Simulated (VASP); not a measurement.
Input of a VASP 6.6.1 run:

Contents of INCAR:

```
PREC = Accurate
ENCUT = 520
EDIFF = 1E-6
ISMEAR = -1
SIGMA = 0.05
LREAL = F
LASPH = T
NELM = 60
ALGO = Normal
ISIF = 2
LWAVE = F
LCHARG = F
LMAXMIX = 4
METAGGA = R2SCAN
LMIXTAU = T
```

File KPOINTS:

```
regular mesh
0
Gamma
  9 9 9
```

Contents of POSCAR:

```
AlRu
1.0
    2.9916000000      0.0000000000      0.0000000000
    0.0000000000      2.9916000000      0.0000000000
    0.0000000000      0.0000000000      2.9916000000
Ru Al
1 1
Direct
    0.5000000000      0.5000000000      0.5000000000
    0.0000000000      0.0000000000      0.0000000000
```

The input KPOINTS_OPT:

```
path GXMGRX,MR
20
line-mode
reciprocal
 0.0000000000  0.0000000000  0.0000000000  G
 0.0000000000  0.5000000000  0.0000000000  X

 0.0000000000  0.5000000000  0.0000000000  X
 0.5000000000  0.5000000000  0.0000000000  M

 0.5000000000  0.5000000000  0.0000000000  M
 0.0000000000  0.0000000000  0.0000000000  G

 0.0000000000  0.0000000000  0.0000000000  G
 0.5000000000  0.5000000000  0.5000000000  R

 0.5000000000  0.5000000000  0.5000000000  R
 0.0000000000  0.5000000000  0.0000000000  X

 0.5000000000  0.5000000000  0.0000000000  M
 0.5000000000  0.5000000000  0.5000000000  R
```

Potentials or basis: VASP PAW PBE potentials, release 64 (Ru_pv, Al).

Command:

```console
$ cat potpaw_PBE.64/Ru_pv/POTCAR potpaw_PBE.64/Al/POTCAR > POTCAR
$ mpirun -np 1 vasp_std > vasp.out
```

(1) What does it give for the band gap along the path?

(2) Estimate the pressure.

Answers

(1) none (metal or under the smearing width).

(2) -1.9 GPa.

Caveat: the PAW data sets were made with another functional, which shifts forces and pressure a little.
